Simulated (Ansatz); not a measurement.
Nd: electron localisation function with PBE+U

The system is Nd.

```
Nd
1.0
     0.00000    2.60492    2.60492
     2.60492    0.00000    2.60492
     2.60492    2.60492    0.00000
Nd
1
Direct
  0.00000 0.00000 0.00000
```

This isn't the form of Nd at room conditions, which is double hcp.

```json
{"Program": "Ansatz 0.2.0", "Task": "electron localisation function", "Functional": "PBE", "Potentials or basis": "Ansatz PAW", "Cutoff": "420 eV (not typed: the program's choice for these potentials)", "k mesh": "9 × 9 × 9", "Occupations": "cold, width 0.025 eV", "Spin": "collinear spin, ferromagnetic start", "Starting moments": "[3.0] μB", "Hubbard terms": "Nd f U = 6 eV", "Hubbard projectors": "all-electron-ortho-atomic", "Double counting": "fll (the default)"}
```

```yaml
Pressure: -0.3 GPa
Band_gap_on_the_k_mesh: none (metal or under the smearing width)
Net_moment: 3.53 μB per cell
Absolute_moment: 3.53 μB per cell
Site_moments: Nd +3.32 μB
```

Levels at points of the mesh, in eV from the Fermi level:
Spin up:
```
           k point  band 5  band 6  band 7  band 8  band 9  band 10  band 11  band 12  band 13  band 14
(0.00, 0.00, 0.00)   -5.51   -5.51   -5.51   -4.21    1.04     1.17     1.17     1.17     1.26     1.26
```
Spin down:
| k point | band 1 | band 2 | band 3 | band 4 | band 5 | band 6 | band 7 | band 8 | band 9 | band 10 |
| --- | --- | --- | --- | --- | --- | --- | --- | --- | --- | --- |
| (0.00, 0.00, 0.00) | -37.18 | -17.94 | -17.94 | -17.94 | -3.61 | 1.86 | 1.86 | 1.86 | 2.35 | 2.58 |

Eigenvalues of the final occupation matrices:
| site | spin | trace | eigenvalues |
| --- | --- | --- | --- |
| site 1 | 1 | 3.01 | 0.01 0.01 0.01 0.01 0.99 0.99 0.99 |
| site 1 | 2 | 0.01 | 0.00 0.00 0.00 0.00 0.00 0.00 0.00 |

It took 17 s on 1 thread of Arm Neoverse V1 (shared host), peak memory 0.36 GiB.

Caveat: the magnetic or orbital state may not be the lowest; spin-orbit coupling is left out, which moves the levels of the heavy elements. The state reached can hang on the start; a lower one may exist.
